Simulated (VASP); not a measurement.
**A VASP 6.6.1 single-point calculation on BN**

INCAR

```
ENCUT = 520
NSW = 0
LWAVE = .FALSE.
LASPH = .TRUE.
ISMEAR = -1
SIGMA = 0.02
GGA = PE
LCHARG = .FALSE.
IBRION = -1
PREC = Accurate
ISIF = 2
NBANDS = 11
NELM = 120
LREAL = .FALSE.
EDIFF = 1E-9
```

KPOINTS

```
KPOINTS created by Atomic Simulation Environment
0
Gamma
12 12 12
0 0 0
```

POSCAR

```
B  N
 1.0000000000000000
    -0.0554560606000000    1.8215624230000000    1.8215624230000000
     1.8215624230000000   -0.0554560606000000    1.8215624230000000
     1.8215624230000000    1.8215624230000000   -0.0554560606000000
 B   N
   1   1
Cartesian
  0.0003668791073425  0.0003668791073425  0.0003668791073425
  0.8965503172426574  0.8965503172426574  0.8965503172426574
```

The recommended PBE PAW datasets give the neutral cell 8 valence electrons.

Command

```
mpirun -np 1 vasp_std
```

OSZICAR

```
N       E                     dE             d eps       ncg     rms          rms(c)
DAV:   1     0.107264963043E+02    0.10726E+02   -0.49228E+03  4273   0.720E+02
DAV:   2    -0.177086688627E+02   -0.28435E+02   -0.27537E+02  5014   0.163E+02
DAV:   3    -0.182424284021E+02   -0.53376E+00   -0.53284E+00  4919   0.193E+01
DAV:   4    -0.182431185668E+02   -0.69016E-03   -0.69016E-03  4421   0.771E-01
DAV:   5    -0.182431193060E+02   -0.73920E-06   -0.73920E-06  4797   0.247E-02    0.637E+00
DAV:   6    -0.174290625333E+02    0.81406E+00   -0.31010E+00  4422   0.980E+00    0.305E+00
DAV:   7    -0.173755803285E+02    0.53482E-01   -0.81486E-02  4686   0.244E+00    0.184E+00
DAV:   8    -0.173631262599E+02    0.12454E-01   -0.33508E-02  4662   0.132E+00    0.164E-01
DAV:   9    -0.173632443217E+02   -0.11806E-03   -0.12335E-03  4347   0.275E-01    0.793E-02
DAV:  10    -0.173633402091E+02   -0.95887E-04   -0.14597E-04  4523   0.103E-01    0.152E-02
DAV:  11    -0.173633464695E+02   -0.62604E-05   -0.10503E-05  4832   0.270E-02    0.103E-02
DAV:  12    -0.173633467476E+02   -0.27811E-06   -0.15624E-06  4578   0.880E-03    0.122E-03
DAV:  13    -0.173633467760E+02   -0.28425E-07   -0.60081E-08  4735   0.224E-03    0.601E-04
DAV:  14    -0.173633468036E+02   -0.27569E-07   -0.82969E-09  4647   0.653E-04    0.134E-04
DAV:  15    -0.173633468024E+02    0.11908E-08   -0.23051E-10  2378   0.152E-04    0.150E-05
DAV:  16    -0.173633468035E+02   -0.11330E-08   -0.19468E-11  2112   0.433E-05    0.102E-05
DAV:  17    -0.173633468034E+02    0.11244E-09   -0.14801E-12  2112   0.825E-06
   1 F= -.17363347E+02 E0= -.17363347E+02  d E =-.203271E-10
```

Standard output (part)

```
POSCAR found type information on POSCAR B N
 POSCAR found :  2 types and       2 ions
 LDA part: xc-table for (Slater+PW92), standard interpolation
 POSCAR, INCAR and KPOINTS ok, starting setup
 WAVECAR not read
 entering main loop
```

From OUTCAR

```
k-points           NKPTS =    189   k-points in BZ     NKDIM =    189   number of bands    NBANDS=     11

   NELECT =       8.0000    total number of electrons

   dimension x,y,z NGX =    20 NGY =   20 NGZ =   20
   dimension x,y,z NGXF=    40 NGYF=   40 NGZF=   40

  energy-cutoff  :      520.00
  volume of cell :       12.64
      direct lattice vectors                 reciprocal lattice vectors
    -0.055456061  1.821562423  1.821562423    -0.262262359  0.270497445  0.270497445
     1.821562423 -0.055456061  1.821562423     0.270497445 -0.262262359  0.270497445
     1.821562423  1.821562423 -0.055456061     0.270497445  0.270497445 -0.262262359

 k-points in reciprocal lattice and weights: KPOINTS created by Atomic Simulation Env
   0.00000000  0.00000000  0.00000000       0.001
   0.08333333  0.00000000  0.00000000       0.003
   0.16666667  0.00000000  0.00000000       0.003
   0.25000000  0.00000000  0.00000000       0.003
   0.33333333  0.00000000  0.00000000       0.003
   0.41666667 -0.00000000 -0.00000000       0.003
   0.50000000  0.00000000  0.00000000       0.002
   0.08333333  0.08333333  0.00000000       0.003
   ...

 E-fermi :   6.9709

 k-point     1 :       0.0000    0.0000    0.0000
  band No.  band energies     occupation
      1     -12.8974      2.00000
      2       6.5591      2.00000
      3       6.5591      2.00000
      4       6.6331      2.00000
      5      14.7086      0.00000
      6      14.7086      0.00000
      7      14.8645      0.00000
      8      16.9068      0.00000
      9      30.0948      0.00000
     10      33.5713      0.00000
     11      33.5713      0.00000

 k-point     2 :       0.0833    0.0000    0.0000
  band No.  band energies     occupation
      1     -12.7413      2.00000
      2       5.6488      2.00000
      3       6.4100      2.00000
      4       6.4690      2.00000
      5      14.8495      0.00000
      6      14.9516      0.00000
      7      15.4898      0.00000
      8      17.1715      0.00000
      9      29.9943      0.00000
     10      31.3037      0.00000
     11      31.9404      0.00000

 k-point     3 :       0.1667    0.0000    0.0000
  band No.  band energies     occupation
      1     -12.2798      2.00000
      2       3.6058      2.00000
      3       6.0455      2.00000
      4       6.0693      2.00000
      5      15.1774      0.00000
      6      15.5294      0.00000
      7      16.4956      0.00000
      8      18.0533      0.00000
      9      29.5992      0.00000
     10      29.7330      0.00000
     11      30.7484      0.00000

 k-point     4 :       0.2500    0.0000    0.0000
  band No.  band energies     occupation
      1     -11.5383      2.00000
      2       1.2591      2.00000
      3       5.5988      2.00000
      4       5.6226      2.00000
      5      15.5031      0.00000
      6      16.1152      0.00000
      7      17.1614      0.00000
      8      19.2686      0.00000
      9      29.1668      0.00000
     10      29.1890      0.00000
     11      30.4489      0.00000

 k-point     5 :       0.3333    0.0000    0.0000
  band No.  band energies     occupation
      1     -10.5834      2.00000
      2      -0.9756      2.00000
      3       5.1904      2.00000
      4       5.2613      2.00000
      5      15.7431      0.00000
      6      16.4625      0.00000
      7      17.5107      0.00000
      8      20.2752      0.00000
      9      28.9649      0.00000
     10      29.7190      0.00000
     11      31.0961      0.00000

 ...

  Total       -1.4908455     -1.4908455     -1.4908455      0.9285174      0.9285174      0.9285174
  in kB     -188.9703999   -188.9703999   -188.9703999    117.6931471    117.6931471    117.6931471
  external PRESSURE =    -188.9703999 kB  Pullay stress =       0.0000000 kB

 POSITION                                       TOTAL-FORCE (eV/Angst)
 -----------------------------------------------------------------------------------
      0.00037      0.00037      0.00037        -0.037589     -0.037589     -0.037589
      0.89655      0.89655      0.89655         0.037589      0.037589      0.037589
 -----------------------------------------------------------------------------------
    total drift:                                0.000000      0.000000      0.000001

  FREE ENERGIE OF THE ION-ELECTRON SYSTEM (eV)
  ---------------------------------------------------
  free  energy   TOTEN  =       -17.3633468034 eV

  energy  without entropy=      -17.3633468034  energy(sigma->0) =      -17.36334680
```

It converged. Results: gap between bands v and c on the k mesh 4.29 eV; least direct gap on the k mesh 8.08 eV; pressure -18.9 GPa; largest force 0.07 eV/Å. Band v is the last that the valence electrons fill when counted band by band, and c is the next.

For comparison, a separate PBE run of the intended cell, on usual settings and not on those above, gives a gap of 4.29 eV on its mesh and a pressure of -18.9 GPa.

The run above took about 20 s on one core of a shared host (Intel Xeon Platinum 8488C) and held 0.14 GiB at most.
